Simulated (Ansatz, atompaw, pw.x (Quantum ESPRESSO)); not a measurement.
**Hf (fcc): variants of one PAW (atompaw) potential in the solid**

| Item | Value |
| --- | --- |
| Element | Hf (Z = 72) |
| Generator | atompaw 4.2.0.5 |
| Type | PAW |
| Functional | PBE |
| Relativity | scalar-relativistic |
| Frozen core | [Kr] 4d10 4f14 |
| Valence charge | 12 |
| Reference configuration | 5s2 5p6 5d2 6s2 6p0 |
| Partial waves | 5s (bound): rc 2.00 bohr; 6s (bound): rc 2.20 bohr; 5p (bound): rc 1.80 bohr; 6p (bound, empty): rc 3.00 bohr; 5d (bound): rc 3.00 bohr; 5d channel at 4.35 Ry: rc 3.00 bohr |
| Local potential | troulliermartins scheme with l = 3 at 0 Ry, radius 2.75 bohr |
| Core correction | smooth core density matched at 2.85 bohr |
| Augmentation charge | besselshape compensation charge, radius 2.20 bohr; PAW radius 3.00 bohr; waves and projectors: custom rrkj gramschmidtortho |

Crystal test: fcc Hf in pw.x 7.5, no spin, 13³ k-points, Fermi–Dirac smearing 0.01 Ry, cutoffs set for each file from its atomic test. The reference is all-electron LAPW (Ansatz 0.2.0) with the same functional, mesh and smearing; V0 and B0 come from Birch–Murnaghan fits to the pressures at five volumes. Errors are pseudo minus all-electron; Δ is the rms difference of the E(V) curves that follow from these fits, minima aligned, over ±6 % about the mean V0. Mesh and smearing are coarse, so the numbers serve the comparison and aren't converged zero-temperature values; the lattice is a test structure that the element need not adopt.

All-electron: a0 = 4.490 Å (V0 = 22.63 Å³/atom), B0 = 101.6 GPa.

1 further variants are left out: they gave no file fit for a test, a broken result, the same result as the base, or pressures whose basis-set error rivals the error shown.

A dash in a converged row means that the minimum lies outside the volumes sampled.

| change | cutoffs (Ry) | pw.x | a0 (Å) | a0 error (%) | B0 error (%) | Δ (meV/atom) | mean pressure error (GPa) |
| --- | --- | --- | --- | --- | --- | --- | --- |
| base | 55/550 | converged | 4.508 | +0.41 | +1.6 | 6.3 | +1.29 |
| local potential bessel scheme, radius 2.75 bohr | 55/550 | converged | – | – | – | – | +23.03 |
| wave 5d channel at 4.35 Ry: rc 3.00 bohr becomes 5d channel at -0.08 Ry: rc 3.00 bohr | 55/550 | converged | 4.501 | +0.25 | +1.3 | 3.8 | +0.77 |
| wave 5p (bound): rc 1.80 bohr becomes 5p (bound): rc 2.90 bohr | 40/400 | converged | 4.510 | +0.44 | +2.2 | 6.8 | +1.40 |
| reference 5s2 5p6 5d2.5 6s1.5 6p0 | 55/550 | converged | 4.502 | +0.28 | +1.6 | 4.3 | +0.87 |
